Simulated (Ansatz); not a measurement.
Method: DFT PBE, scalar-relativistic, plane waves, PAW (Ansatz 0.2.0). All cells share a 420 eV cutoff and Γ-centred k meshes spaced at most about 0.3 Å⁻¹ (about 0.25 or finer for metals, 2π included). No spin polarisation.

All energies are static (0 K, no zero-point motion).

Compare these two cells of In2Ga3As3, each relaxed at this level.

A. Space group P-4m2 (No. 115), tetragonal, a = 4.168 Å, c = 12.545 Å. In is surrounded by 4 As at 2.64–2.66 Å; Ga on a site of symmetry 2mm is surrounded by 2 As at 2.51 Å and 2 Ga at 2.62 Å; around Ga on a site of symmetry -4m2 lie 4 Ga at 2.62 Å; around As on a site of symmetry 2mm lie 2 Ga at 2.51 Å and 2 In at 2.66 Å; As on a site of symmetry -4m2 has 4 In at 2.64 Å.

B. Space group P-4m2 (No. 115), tetragonal, a = 4.092 Å, c = 12.852 Å. In is surrounded by 2 As at 2.65 Å and 2 Ga at 2.79 Å; around Ga on a site of symmetry 2mm lie 4 As at 2.49–2.50 Å; Ga on a site of symmetry -4m2 is surrounded by 4 In at 2.79 Å; around As on a site of symmetry 2mm lie 2 Ga at 2.49 Å and 2 In at 2.65 Å; around As on a site of symmetry -4m2 lie 4 Ga at 2.50 Å.

Question: Which placement of the atoms is lower in energy, and by how much?

Answer: B is lower, by 36 meV/atom. The two share one framework of sites and differ in which element sits where. A has space group P-4m2 (No. 115), 27.2 Å³/atom and no gap on its mesh; B has space group P-4m2 (No. 115), 26.9 Å³/atom and no gap. Counting As atoms around Ga and In (those within 1.25 times the shortest such distance or 1.15 times the sum of covalent radii, 1.27 where that leaves under three; the shortest distance is added where it exceeds 1.18 times the sum of covalent radii; a slash parts the counts of unlike sites), A has In 4, Ga 2/8 from 4.2 Å and B has In 2, Ga 4/8 from 4.6 Å. Both come from invented guesses. The lowest form computed isn't among them: it has space group R3m (No. 160), 26.1 Å³/atom and lies 53 meV/atom below the best shown.
